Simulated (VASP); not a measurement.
**CdTe: single point with PBE**

**Experimental background.**

From a printed reference work, data compilation, for a bulk crystal of CdTe at 0 K: band gap 1.607 eV.

CdTe:

```
CELL_PARAMETERS angstrom
0.00000 3.20500 3.20500
3.20500 0.00000 3.20500
3.20500 3.20500 0.00000
ATOMIC_POSITIONS crystal
Te 0.25000 0.25000 0.25000
Cd 0.00000 0.00000 0.00000
```

```yaml
Program: VASP 6.6.1
Task: single point
Functional: PBE
Potentials_or_basis: VASP PAW PBE potentials, release 54 (Te, Cd)
Cutoff: 520 eV
k_mesh: 7 × 7 × 7
Occupations: gaussian, width 0.05 eV
Spin: no spin polarisation
```

- Pressure: 4.4 GPa
- Band gap on the k mesh: 0.87 eV, direct

Levels at points of the mesh, in eV from the valence-band top:
```csv
k point,band 5,band 6,band 7,band 8,band 9,band 10,band 11,band 12,band 13
"(0.00, 0.00, 0.00)",-8.12,-8.12,0.00,0.00,0.00,0.87,4.58,4.58,4.58
```

Run time: 14 s on 1 thread of AMD EPYC 9R45 (Zen 5), on a shared host, peak memory 0.17 GiB.

Measured gap of CdTe: 1.607 eV (0 K; a printed reference work, data compilation). This calculation gives 0.87 eV (-0.73 eV). Spin-orbit coupling on Cd, Te is left out. The value is that of PBE, without temperature or zero-point motion. Semilocal functionals fall short of measured gaps as a rule.

Caveat: spin-orbit coupling is left out, which moves the levels of the heavy elements.
